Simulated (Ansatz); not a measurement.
WS2 (Tungstenite):

```
W S
1.0
     3.18000    0.00000    0.00000
    -1.59000    2.75396    0.00000
     0.00000    0.00000   12.50000
W S
2 4
Direct
  0.66667 0.33333 0.75000
  0.33333 0.66667 0.25000
  0.66667 0.33333 0.37500
  0.33333 0.66667 0.87500
  0.66667 0.33333 0.12500
  0.33333 0.66667 0.62500
```

- Program: Ansatz 0.2.0
- Task: relaxation of cell and atoms
- Functional: PBEsol
- Potentials or basis: Ansatz PAW
- Cutoff: 420 eV (not typed: the program's choice for these potentials)
- k mesh: 10 × 10 × 3
- Occupations: fermi-dirac, width 0.05 eV
- Spin: no spin polarisation

At the start: volume 18.24 Å³/atom.

Task: Where does the relaxation end?

Result: It ends after 5 steps and the volume is 18.14 Å³/atom (-0.6 %); space group P6_3/mmc (No. 194, to 0.05 Å).

The path:
| step | energy change (eV) | largest force (eV/Å) | volume (Å³) |
| --- | --- | --- | --- |
| 1 | 0.0000 | 0.1536 | 109.47 |
| 2 | -0.0254 | 0.0553 | 108.45 |
| 3 | -0.0259 | 0.0094 | 108.63 |
| 4 | -0.0259 | 0.0019 | 108.82 |
| 5 | -0.0258 | 0.0019 | 108.82 |

Final structure:
```
W S
1.0
     3.14619    0.00000    0.00000
    -1.57310    2.72468    0.00000
     0.00000    0.00000   12.69399
W S
2 4
Direct
  0.66667 0.33333 0.75000
  0.33333 0.66667 0.25000
  0.66667 0.33333 0.37349
  0.33333 0.66667 0.87349
  0.66667 0.33333 0.12651
  0.33333 0.66667 0.62651
```

Caveat: the plane-wave basis is chosen anew once the cell has moved, so the energies of steps on either side of that aren't comparable; this functional lacks dispersion, which binds the layers, so the pressure and a relaxed spacing across them are unreliable; the PAW data sets come from PBE, with cores solved anew for the run's functional, which leaves a small shift of forces and pressure.
